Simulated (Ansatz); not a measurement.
MgAl$_{2}$O$_{4}$ (spinel, Fd-3m), r²SCAN (plane waves, PAW; program Ansatz): ε∞ = 2.90, cell volume 132.08 Å³. Infrared-active transverse modes:

```
ω_TO (cm⁻¹)  oscillator strength S_xx (e²/amu)
-----------  ---------------------------------
309.6                                  0.07118
477.3                                    2.535
583.3                                  0.02796
675.3                                   0.7057
```

Question: Compute the static dielectric constant.

Answer: Each mode adds (4.921e7/V) S/ω²: 0.28, 4.15, 0.03, 0.58. So ε0 = 7.93.

The r²SCAN relaxation kept the symmetry of its start; of distortions, only those at the zone centre were tested.

Potentials: the later of the program's two PAW sets.
